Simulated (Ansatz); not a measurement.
FePt (Tetraferroplatinum):

```
CELL_PARAMETERS angstrom
2.72350 0.00000 0.00000
0.00000 2.72350 0.00000
0.00000 0.00000 3.72000
ATOMIC_POSITIONS crystal
Pt 0.50000 0.50000 0.50000
Fe 0.00000 0.00000 0.00000
```

```yaml
Program: Ansatz 0.2.0
Task: relaxation of cell and atoms
Functional: PBEsol
Dispersion: D3(BJ)-ATM
Potentials_or_basis: Ansatz PAW
Cutoff: "420 eV (not typed: the program's choice for these potentials)"
k_mesh: 10 × 10 × 7
Occupations: fermi-dirac, width 0.05 eV
Spin: collinear spin, ferromagnetic start
Starting_moments: "[0.0, 3.0] μB"
```

At the start: volume 13.80 Å³/atom.

Q: Where does the relaxation end?

A: It ends after 6 steps and the volume is 13.17 Å³/atom (-4.5 %); space group P4/mmm (No. 123, to 0.05 Å); moment 3.20 μB per cell.

The path:
| step | energy change (eV) | largest force (eV/Å) | volume (Å³) |
| --- | --- | --- | --- |
| 1 | 0.0000 | 0.0000 | 27.59 |
| 2 | -0.0290 | 0.0000 | 25.68 |
| 3 | -0.0428 | 0.0000 | 26.42 |
| 4 | -0.0430 | 0.0000 | 26.35 |
| 5 | -0.0430 | 0.0000 | 26.35 |
| 6 | -0.0424 | 0.0000 | 26.35 |

Final structure:
```xyz
2
Lattice="2.6777 0.0000 0.0000 0.0000 2.6777 0.0000 0.0000 0.0000 3.6748" Properties=species:S:1:pos:R:3 pbc="T T T"
Pt    1.3388    1.3388    1.8374
Fe    0.0000    0.0000    0.0000
```

Caveat: the plane-wave basis is chosen anew once the cell has moved, so the energies of steps on either side of that aren't comparable; pairwise dispersion overbinds metals, which lowers pressure and volume; the PAW data sets come from PBE, with cores solved anew for the run's functional, which leaves a small shift of forces and pressure.
